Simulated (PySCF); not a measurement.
Molecule: SMILES C1(N)=CC=CC=C1, C$_{6}$H$_{7}$N.

Molfile (atoms numbered from 1):
```
C6H7N
     RDKit          3D

 14 14  0  0  0  0  0  0  0  0999 V2000
    2.3383   -0.2076    0.1629 N   0  0  0  0  0  0  0  0  0  0  0  0
    0.9676   -0.0848    0.0524 C   0  0  0  0  0  0  0  0  0  0  0  0
    0.3092    1.0811    0.4808 C   0  0  0  0  0  0  0  0  0  0  0  0
   -1.0763    1.1801    0.4113 C   0  0  0  0  0  0  0  0  0  0  0  0
   -1.8453    0.1275   -0.0846 C   0  0  0  0  0  0  0  0  0  0  0  0
   -1.1987   -1.0320   -0.5120 C   0  0  0  0  0  0  0  0  0  0  0  0
    0.1863   -1.1415   -0.4468 C   0  0  0  0  0  0  0  0  0  0  0  0
    2.7768   -0.9029   -0.4260 H   0  0  0  0  0  0  0  0  0  0  0  0
    2.8639    0.6542    0.2218 H   0  0  0  0  0  0  0  0  0  0  0  0
    0.8979    1.9140    0.8754 H   0  0  0  0  0  0  0  0  0  0  0  0
   -1.5618    2.0990    0.7504 H   0  0  0  0  0  0  0  0  0  0  0  0
   -2.9325    0.2099   -0.1383 H   0  0  0  0  0  0  0  0  0  0  0  0
   -1.7811   -1.8691   -0.9059 H   0  0  0  0  0  0  0  0  0  0  0  0
    0.6783   -2.0586   -0.7829 H   0  0  0  0  0  0  0  0  0  0  0  0
  1  2  1  0
  2  3  2  0
  3  4  1  0
  4  5  2  0
  5  6  1  0
  6  7  2  0
  7  2  1  0
  1  8  1  0
  1  9  1  0
  3 10  1  0
  4 11  1  0
  5 12  1  0
  6 13  1  0
  7 14  1  0
M  END
```

Geometry PBE0-D3(BJ)/def2-SVP throughout; GIAO in PySCF 2.14.0 with density-fitted response routines, gas phase, one conformer, non-relativistic; equivalent atoms averaged; basis pcSseg-1.

For orientation, PBE gives these shifts δ (against NH3, TMS at the same level): N1 83.5, C2 148.0, C4/C6 131.8, C5 119.4, C3/C7 114.3, H11/H13 7.03, H12 6.56, H10/H14 6.37, H8/H9 2.99 ppm.

A run gave: N1 78.2, C2 153.2, C4/C6 135.6, C5 122.1, C3/C7 116.9, H11/H13 7.06, H12 6.56, H10/H14 6.41, H8/H9 2.98 ppm (shifts δ (against NH3, TMS at the same level)).

Which functional was used in that run?
A. B3LYP
B. B97-2
C. CAM-B3LYP
D. HF
E. B97-D

Results:

A. C2 tells them apart best: B3LYP gives 153.2, HF gives 157.8, CAM-B3LYP gives 157.2, B97-2 gives 148.4, B97-D gives 144.6 ppm.
